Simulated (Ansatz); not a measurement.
# MgSi (Cmcm) in Ansatz: band structure with PBEsol

Aim: the band structure of MgSi with PBEsol.

Program: Ansatz 0.2.0. These are calculated values, not measurements. Logs are shortened: lines on timing, memory, paths and dates and some standing lists are left out, and cuts for length are marked.

## Step 1: The structure

It takes space group Cmcm (No. 63, orthorhombic). Conventional cell: a = 3.005 Å, b = 10.852 Å, c = 4.340 Å, α = 90.00°, β = 90.00°, γ = 90.00°. Si (site symmetry m2m) has 4 Si at 2.66 to 3.01 Å and 7 Mg at 2.83 to 3.00 Å as nearest neighbours. Around Mg (site symmetry m2m) lie 7 Si at 2.83 to 3.00 Å and 6 Mg at 3.01 to 3.18 Å.

The cell comes from a database or a generator and needn't be the stable form of this composition.

## Step 2: Band structure, PBEsol

Input file input.yaml:

```yaml
crystal:
  lattice:
    - [1.502512, -5.426016, 0.0]
    - [1.502512, 5.426016, 0.0]
    - [0.0, 0.0, 4.340178]
  atoms:
    - { symbol: Si, position: [0.570638, 0.429362, 0.75] }
    - { symbol: Si, position: [0.429362, 0.570638, 0.25] }
    - { symbol: Mg, position: [0.168381, 0.831619, 0.25] }
    - { symbol: Mg, position: [0.831619, 0.168381, 0.75] }
hamiltonian:
  xc: pbesol
  pseudopotentials: { kind: paw }
kpoints:
  mp_grid: { grid: [9, 9, 6] }
  band_path:
    path:
      - [[0.0, 0.0, 0.0], [0.2691696316, 0.2691696316, 0.0], [0.0, 0.5, 0.0], [0.0, 0.5, 0.5], [0.2691696316, 0.2691696316, 0.5], [0.0, 0.0, 0.5], [0.0, 0.0, 0.0], [-0.5, 0.5, 0.0], [-0.2691696316, 0.7308303684, 0.0], [-0.2691696316, 0.7308303684, 0.5], [-0.5, 0.5, 0.5], [-0.5, 0.5, 0.0]]
      - [[0.0, 0.0, 0.5], [-0.5, 0.5, 0.5]]
    npoints: 14
scf:
  occupations: { method: fermi_dirac, width: 0.05 }
  n_extra_bands: 10
output:
  forces: true
  stress: true
  eigenvalues: true
  fatbands: true
```

Potentials or basis: Ansatz PAW.

Started as:

```sh
> ansatz run input.yaml --threads 2 --pin off --max-ram 5632MiB --backend cpu --events-out ev --progress --plain --runs-dir out
```

Standard output:

```text
Warning: RAYON_NUM_THREADS=2 ignored (pool sized by the plan → 2); use --threads N
scf.n_extra_bands = 10 over 14 filled bands (N_el = 28.0): the run solves 24 bands
Engine: ansatz 0.2.0, aarch64-unknown-linux-gnu
Pseudopotentials: kind: paw
Pseudopotential: Si, paw, valence charge 4, recommended cutoff 420 eV (normal), Si.paw.azcp
Pseudopotential: Mg, paw, valence charge 10, recommended cutoff 420 eV (normal), Mg.paw.azcp
Functional definition: PBEsol
  exchange = pbesol_x
  correlation = pbesol_c
Crystal: 4 atoms, lattice volume = 70.768 Å³
Basis set: ecut = 420 eV, 1373 PW (Γ), exchange–correlation on 80×80×60 points (8 copies of the dense FFT grid, shifted against one another)
Bands: 24, of which v1, the nominal top of the filled ones, is band 14 counted from 1 (13 counted from 0)
Symmetry: 8 space group operations
Space group: Cmcm (ITA 63), of the structure as read, at distance tolerance 4.1e-5 Å
k-points: 100 of 486
Non-local potential: Si, projectors of the file, l = 0: 2, l = 1: 2, l = 2: 2
Non-local potential: Mg, projectors of the file, l = 0: 3, l = 1: 2, l = 2: 1
PAW form: soft (Blöchl's): semilocal exchange-correlation on the pseudo side does not see the compensation charge
PAW frozen core: Si, regenerated for the run's functional, and the local potential with it (the file was generated under x = pbe(κ = 0.804, μ = 0.2195149727645171), c = pbe(β = 0.06672455060314922))
PAW frozen core: Mg, regenerated for the run's functional, and the local potential with it (the file was generated under x = pbe(κ = 0.804, μ = 0.2195149727645171), c = pbe(β = 0.06672455060314922))
PAW one-centre angular grid: Si, 110 points (default); XC on 64 Gauss nodes
PAW one-centre angular grid: Mg, 110 points (default); XC on 64 Gauss nodes
Initial density: superposition of atomic densities (neutral atoms: chi_scale 0, normalization atom), corrected by the library's trained network
Initial wavefunctions: pseudopotential atomic-orbital guess
Functional: x = pbesol(κ = 0.804, μ = 0.12345679012345678), c = pbesol(β = 0.046)
SCF iter   1: F=—  HF=-5066.844075 eV  |F-HF|=—  |Δ(HF+E_count)|=         —  Δρ=1.83e-3  dr2=2.46e-3  ethr=1.77e-3  ⟨swp⟩=5.4  Hψ=11629  notcnv=0  defer=63
preconditioner: auto → Kerker (q_TF=auto, 2.338 Å⁻¹)  [metal: Δε(μ)=0.042 eV  Ē_g=9.774 eV  σ=0.050 eV  W_gap=0.20  n_scr=14 (ndim 8)  ℏωp=15.3 eV  f_vac=0.000  D(μ)=1.73/eV (n_scr^D=8)]
SCF iter   2: F=—  HF=-5066.843074 eV  |F-HF|=—  |Δ(HF+E_count)|=   1.00e-3  Δρ=1.07e-3  dr2=9.26e-4  ethr=8.77e-6  ⟨swp⟩=1.1  Hψ=3245  notcnv=0  defer=237
SCF iter   3: F=—  HF=-5066.842888 eV  |F-HF|=—  |Δ(HF+E_count)|=   1.85e-4  Δρ=2.48e-4  dr2=3.53e-5  ethr=3.31e-6  ⟨swp⟩=2.0  Hψ=3229  notcnv=0  defer=237
SCF iter   4: F=—  HF=-5066.842896 eV  |F-HF|=—  |Δ(HF+E_count)|=   7.82e-6  Δρ=2.05e-4  dr2=8.89e-6  ethr=1.26e-7  ⟨swp⟩=2.0  Hψ=3461  notcnv=0  defer=237
SCF iter   5: F=—  HF=-5066.842882 eV  |F-HF|=—  |Δ(HF+E_count)|=   1.46e-5  Δρ=4.55e-5  dr2=5.80e-7  ethr=3.17e-8  ⟨swp⟩=2.0  Hψ=2899  notcnv=0  defer=237
SCF iter   6: F=-5066.842881 eV  HF=-5066.842881 eV  |F-HF|=7.58e-9  |Δ(HF+E_count)|=   5.86e-7  Δρ=4.68e-6  dr2=1.43e-8  ethr=3.57e-10  ⟨swp⟩=8.6  Hψ=10965  notcnv=0
SCF 1 converged in 6 iterations: F = -5066.842881 eV  dr2 = 1.43e-8
NSCF: frozen V_eff on 170 k-points
SCF converged after 6 iterations
Free energy (F): -5066.842881 eV
Harris-Foulkes:  -5066.842881 eV  (|F-HF|=7.58e-9)
Internal energy: -5066.828288 eV  (E = F + TS)
E sigma→0 (E₀):  -5066.835584 eV
Entropy (-TS):   -0.014593 eV (-3.648 meV/atom)
Fermi energy:    7.991248 eV
--- Per-component energies (eV) ---
  E_band       = -643.116036
  E_kinetic    = 230.733002
  E_local      = -3325.819230  (includes V_loc(G=0)·N_el)
  E_nonlocal   = 243.669510
  E_hartree    = 1217.079973
  E_xc         = -167.263138
  E_vxc        = -168.702927  (∫ρ·V_xc dr)
  E_paw        = -1559.094316  (= ΣΔE_a)
  E_vpaw       = -57.156015  (= ΣTr[D̂ρ^β])
  E_aug_tail   = 0.000006  (compensation charges beyond the density's cutoff)
  E_ewald      = -1706.314940
  E_core_change = 0.180846  (= ΣΔE_core)
  E_smearing   = -0.014593  (= −TS)
  E_closure    = -0.000000  (closes the sum)
  Σ components = -5066.842881   (vs F -5066.842881, Δ=0.00e0)
--- Forces (eV/Å), atoms counted from 1 ---
  atom   1  Si     0.00000000     0.16683874     0.00000000
  atom   2  Si     0.00000000    -0.16683874     0.00000000
  atom   3  Mg     0.00000000     0.16219961     0.00000000
  atom   4  Mg     0.00000000    -0.16219961     0.00000000
  max |Σ_I F_I| component: 2.78e-17 eV/Å
--- Stress (GPa, compression-positive) ---
       -2.064281       0.000000       0.000000
        0.000000      -1.512418       0.000000
        0.000000       0.000000      -0.655336
  P = ⅓ Tr σ = -1.4107 GPa (-14.107 kbar)
--- Band table (eV; the first three rows and the last of 100) ---
  k-point 0: bands = ["-67.5930", "-67.5909", "-34.5410", "-34.5398", "-34.5305", "-34.5296", "-34.5256", "-34.5240", "-3.3169", "1.1387", "3.0771", "4.1464", "5.7247", "8.8324", "10.2358", "10.5098", "10.7830", "11.5152", "13.8715", "14.5493", "15.4997", "16.5108", "18.8978", "18.9424"]
  k-point 1: bands = ["-67.5928", "-67.5910", "-34.5414", "-34.5402", "-34.5297", "-34.5292", "-34.5257", "-34.5244", "-3.1106", "0.8507", "3.2045", "3.2719", "7.3180", "7.4547", "8.5185", "11.6750", "12.0146", "13.1430", "13.8180", "14.7226", "15.7396", "16.7616", "17.6639", "19.0639"]
  k-point 2: bands = ["-67.5924", "-67.5914", "-34.5420", "-34.5411", "-34.5282", "-34.5282", "-34.5261", "-34.5254", "-2.4988", "-0.2482", "3.1527", "3.8001", "5.6878", "6.5871", "10.4047", "12.1359", "13.4905", "14.2920", "15.0423", "15.4042", "16.7731", "16.9721", "17.5968", "17.8534"]
  k-point 99: bands = ["-67.5919", "-67.5919", "-34.5423", "-34.5423", "-34.5268", "-34.5268", "-34.5266", "-34.5266", "-1.2254", "-1.2254", "2.0026", "2.0026", "9.3918", "9.3918", "10.9636", "10.9636", "12.7178", "12.7178", "14.0282", "14.0282", "15.7937", "15.7937", "17.5113", "17.5113"]
```

Run time: 6.7 s. Hardware: 2 threads of Arm Neoverse V2, shared host; peak memory 0.42 GiB.

What came out:

- Free energy: -5066.8429 eV
- Pressure: -1.4 GPa
- Largest force: 0.167 eV/Å
- Band gap on the k mesh: none (metal or under the smearing width)

Forces on the atoms (eV/Å):
```
Si   0.000  0.167  0.000
Si   0.000 -0.167  0.000
Mg   0.000  0.162  0.000
Mg   0.000 -0.162  0.000
```

Levels at the corners of the path, in eV from the Fermi level:
| point | band 10 | band 11 | band 12 | band 13 | band 14 | band 15 | band 16 | band 17 | band 18 | band 19 |
| --- | --- | --- | --- | --- | --- | --- | --- | --- | --- | --- |
| Γ | -6.85 | -4.91 | -3.84 | -2.27 | 0.84 | 2.24 | 2.52 | 2.79 | 3.52 | 5.88 |
| X | -5.46 | -5.40 | -1.89 | -1.57 | -0.92 | 0.13 | 1.77 | 2.24 | 2.66 | 2.75 |
| S | -5.71 | -4.63 | -2.98 | -1.55 | -0.54 | 0.16 | 1.93 | 2.16 | 2.96 | 3.09 |
| R | -6.63 | -4.01 | -4.01 | -2.53 | -2.53 | -0.16 | -0.16 | 2.73 | 2.73 | 4.06 |
| A | -6.68 | -3.89 | -3.89 | -3.02 | -3.02 | 0.99 | 0.99 | 1.77 | 1.77 | 5.62 |
| Z | -9.50 | -4.14 | -4.14 | -2.67 | -2.67 | 4.83 | 4.83 | 5.46 | 5.46 | 7.88 |
| Γ | -6.85 | -4.91 | -3.84 | -2.27 | 0.84 | 2.24 | 2.52 | 2.79 | 3.52 | 5.88 |
| Y | -8.53 | -3.53 | -2.75 | -1.70 | -0.94 | 1.20 | 2.19 | 3.32 | 5.91 | 6.62 |
| X1 | -5.46 | -5.40 | -1.89 | -1.57 | -0.92 | 0.13 | 1.77 | 2.24 | 2.66 | 2.75 |
| A1 | -6.68 | -3.89 | -3.89 | -3.02 | -3.02 | 0.99 | 0.99 | 1.77 | 1.77 | 5.62 |
| T | -9.21 | -6.03 | -6.03 | 1.82 | 1.82 | 2.54 | 2.54 | 4.72 | 4.72 | 6.04 |
| Y | -8.53 | -3.53 | -2.75 | -1.70 | -0.94 | 1.20 | 2.19 | 3.32 | 5.91 | 6.62 |
| Z | -9.50 | -4.14 | -4.14 | -2.67 | -2.67 | 4.83 | 4.83 | 5.46 | 5.46 | 7.88 |
| T | -9.21 | -6.03 | -6.03 | 1.82 | 1.82 | 2.54 | 2.54 | 4.72 | 4.72 | 6.04 |

Caveat: the PAW data sets come from PBE, with cores solved anew for the run's functional, which leaves a small shift of forces and pressure.

## Step 3: For comparison

An earlier run on the cell as given: functional PBEsol; potentials or basis Ansatz PAW; cutoff 420 eV (not typed: the program's choice for these potentials); k mesh 9 × 9 × 6; occupations fermi-dirac, width 0.05 eV; no spin polarisation.

* Pressure: -1.4 GPa
* Largest force: 0.167 eV/Å
* Band gap on the k mesh: none (metal or under the smearing width)
